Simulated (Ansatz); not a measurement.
A plane-wave DFT run in Ansatz 0.2.0 (scalar-relativistic PAW potentials unless the input names others): input and command.

```yaml
crystal:
  lattice:
    - [5.3491119313, 0.0, 0.0]
    - [0.0, 3.4530610514, 0.0]
    - [0.0, 0.0, 5.7671948757]
  atoms:
    - { symbol: Ni, position: [0.9928195233, 0.75, 0.1884550401] }
    - { symbol: Ni, position: [0.0071804767, 0.25, 0.8115449599] }
    - { symbol: Ni, position: [0.5071804767, 0.25, 0.6884550401] }
    - { symbol: Ni, position: [0.4928195233, 0.75, 0.3115449599] }
    - { symbol: Ge, position: [0.8122730297, 0.75, 0.5881068191] }
    - { symbol: Ge, position: [0.1877269703, 0.25, 0.4118931809] }
    - { symbol: Ge, position: [0.6877269703, 0.25, 0.0881068191] }
    - { symbol: Ge, position: [0.3122730297, 0.75, 0.9118931809] }
basis:
  ecutwfc: 420
kpoints:
  mp_grid: { grid: [8, 10, 6] }
hamiltonian:
  xc: pbe
  hubbard: { sites: [{ species: Ni, l: d, u_eff: 40.0 }] }
scf:
  occupations: { method: gaussian, width: 0.1 }
  max_iter: 100
output:
  forces: true
  eigenvalues: true
  stress: true
```

```bash
ansatz run input.yaml --threads 2 --pin off --max-ram 5120MiB --backend cpu --events-out ev --progress --plain --runs-dir out
```

Abridged log:
```
Basis set: ecut = 420 eV, 2073 PW (Γ), exchange–correlation on 72×48×80 points (8 copies of the dense FFT grid, shifted against one another)
Bands: 77, of which v1, the nominal top of the filled ones, is band 64 counted from 1 (63 counted from 0)
Symmetry: 8 space group operations
k-points: 120 of 480
SCF iter   1: F=—  HF=-40503.079176 eV  |F-HF|=—  |Δ(HF+E_count)|=         —  Δρ=3.37e-1  dr2=9.71e1  ethr=3.10e-3  ⟨swp⟩=4.6  Hψ=27628  notcnv=0  defer=235
SCF iter   2: F=—  HF=-40500.733287 eV  |F-HF|=—  |Δ(HF+E_count)|=    2.35e0  Δρ=8.99e-2  dr2=1.53e1  ethr=3.10e-3  ⟨swp⟩=4.0  Hψ=23408  notcnv=0  defer=676
SCF iter   3: F=—  HF=-40499.156244 eV  |F-HF|=—  |Δ(HF+E_count)|=    1.58e0  Δρ=8.52e-2  dr2=1.05e1  ethr=3.10e-3  ⟨swp⟩=3.2  Hψ=17809  notcnv=0  defer=676
SCF iter   4: F=—  HF=-40495.486442 eV  |F-HF|=—  |Δ(HF+E_count)|=    3.67e0  Δρ=3.14e-2  dr2=8.55e-1  ethr=3.10e-3  ⟨swp⟩=3.3  Hψ=16185  notcnv=0  defer=667
SCF iter   5: F=—  HF=-40495.743867 eV  |F-HF|=—  |Δ(HF+E_count)|=   2.57e-1  Δρ=8.93e-3  dr2=6.83e-2  ethr=6.68e-4  ⟨swp⟩=2.7  Hψ=13400  notcnv=0  defer=661
SCF iter   6: F=—  HF=-40495.730744 eV  |F-HF|=—  |Δ(HF+E_count)|=   1.31e-2  Δρ=3.87e-3  dr2=1.58e-2  ethr=5.34e-5  ⟨swp⟩=2.0  Hψ=14657  notcnv=0  defer=657
SCF iter   7: F=—  HF=-40495.719665 eV  |F-HF|=—  |Δ(HF+E_count)|=   1.11e-2  Δρ=2.22e-3  dr2=4.20e-3  ethr=1.23e-5  ⟨swp⟩=2.0  Hψ=14341  notcnv=0  defer=657
SCF iter   8: F=—  HF=-40495.720060 eV  |F-HF|=—  |Δ(HF+E_count)|=   3.94e-4  Δρ=1.21e-3  dr2=1.12e-3  ethr=3.28e-6  ⟨swp⟩=2.0  Hψ=11947  notcnv=0  defer=657
SCF iter   9: F=—  HF=-40495.719731 eV  |F-HF|=—  |Δ(HF+E_count)|=   3.28e-4  Δρ=3.10e-4  dr2=7.72e-5  ethr=8.72e-7  ⟨swp⟩=2.0  Hψ=11941  notcnv=0  defer=657
SCF iter  10: F=—  HF=-40495.719719 eV  |F-HF|=—  |Δ(HF+E_count)|=   1.20e-5  Δρ=2.39e-5  dr2=8.36e-7  ethr=6.03e-8  ⟨swp⟩=2.5  Hψ=15262  notcnv=0  defer=657
SCF iter  11: F=-40495.719719 eV  HF=-40495.719719 eV  |F-HF|=6.56e-9  |Δ(HF+E_count)|=   2.83e-8  Δρ=5.40e-6  dr2=2.98e-8  ethr=7.81e-11  ⟨swp⟩=9.7  Hψ=48801  notcnv=0
SCF 1 converged in 11 iterations: F = -40495.719719 eV  dr2 = 2.98e-8
SCF converged after 11 iterations
Free energy (F): -40495.719719 eV
Harris-Foulkes:  -40495.719719 eV  (|F-HF|=6.56e-9)
Internal energy: -40495.708228 eV  (E = F + TS)
E sigma→0 (E₀):  -40495.713973 eV
Entropy (-TS):   -0.011492 eV (-1.436 meV/atom)
Fermi energy:    13.969507 eV
--- Forces (eV/Å), atoms counted from 1 ---
  atom   1  Ni    -0.28634689     0.00000000    -0.38546754
  atom   2  Ni     0.28634689     0.00000000     0.38546754
  atom   3  Ni     0.28634689     0.00000000    -0.38546754
  atom   4  Ni    -0.28634689     0.00000000     0.38546754
  atom   5  Ge     0.47261252     0.00000000     0.02573553
  atom   6  Ge    -0.47261252     0.00000000    -0.02573553
  atom   7  Ge    -0.47261252     0.00000000     0.02573553
  atom   8  Ge     0.47261252     0.00000000    -0.02573553
--- Stress (GPa, compression-positive) ---
       21.452457       0.000000       0.000000
        0.000000      21.559361       0.000000
        0.000000       0.000000      22.747624
  P = ⅓ Tr σ = 21.9198 GPa (219.198 kbar)
Occupation matrices written to <dir>
```

**Question.** What is wrong with this input?

**Answer.** The fault is an enormous or negative U (hamiltonian.hubbard: not typed → {"sites": [{"species": "Ni", "l": "d", "u_eff": 40.0}]}, the first being the value of the sound run). Setting it back cures it. The run converged all the same, with an energy at zero smearing 5.7 eV/atom above the reference's (the Hamiltonian itself differs), pressure 21.92 GPa, largest force 0.480 eV/Å, no gap on the mesh, so convergence alone doesn't show that an input is right. A reference run on usual settings, whose relaxation ended at this geometry, converged, and the end of its own relaxation has pressure 4.36 GPa, largest force 0.003 eV/Å, no gap on the mesh (its cell was held, or driven to that pressure on purpose).

Time: 63 s on 2 threads of Intel(R) Xeon(R) Processor @ 2.70GHz, on a shared host, peak memory 1.5 GiB.